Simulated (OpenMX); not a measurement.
## CuAu in OpenMX: convergence with criterion

CuAu:

```
CELL_PARAMETERS angstrom
2.81075 0.00000 0.00000
0.00000 2.81075 0.00000
0.00000 0.00000 3.68500
ATOMIC_POSITIONS crystal
Au 0.01300 0.99734 0.98860
Cu 0.48563 0.50507 0.50126
```

The cell isn't the ideal one: atoms moved at random, drawn with an rms of 0.1 Å.

* Program: OpenMX 3.8.5
* Task: convergence study
* Functional: PBE
* Potentials or basis: OpenMX 2013 PBE set, Au7.0-s3p2d2, Cu6.0H-s2p2d1, grid cutoff 500 Ry
* k mesh: 7 × 7 × 5
* Occupations: fermi-dirac, width 0.05 eV
* Spin: no spin polarisation

These are the settings of the first run; the series varies criterion, with any setting tied to it.

Hardware: 1 thread of Intel(R) Xeon(R) 6975P-C (Granite Rapids), on a shared host.

| criterion | energy less the tightest run, at zero smearing (meV/atom) | SCF cycles | CPU time (s) | peak memory (GiB) |
| --- | --- | --- | --- | --- |
| 1.0e-3 | 0.01 | 13 | 110 | 0.83 |
| 1.0e-4 | 0.01 | 13 | 110 | 0.83 |
| 1.0e-5 | 0.00 | 14 | 100 | 0.84 |
| 1.0e-6 | 0.00 | 16 | 120 | 0.83 |
| 1.0e-7 | 0.00 | 17 | 110 | 0.84 |
| 1.0e-8 | 0.00 | 17 | 120 | 0.83 |
| 1.0e-9 | 0.00 | 18 | 120 | 0.83 |
| 1.0e-10 | 0.00 | 19 | 140 | 0.83 |

Against the tightest run, the energy stays within 1 meV/atom from 1.0e-3 on. The tightest run that finished is the yardstick and may itself not be fully converged.

Caveat, for the tightest run too: the real-space grid is too coarse here: the forces don't sum to zero and aren't listed, and the energy moves when atoms move against the grid; the basis of atomic orbitals isn't converged, which shifts pressures, moduli and gaps. Spin-orbit coupling is left out, which matters for the levels of Au.
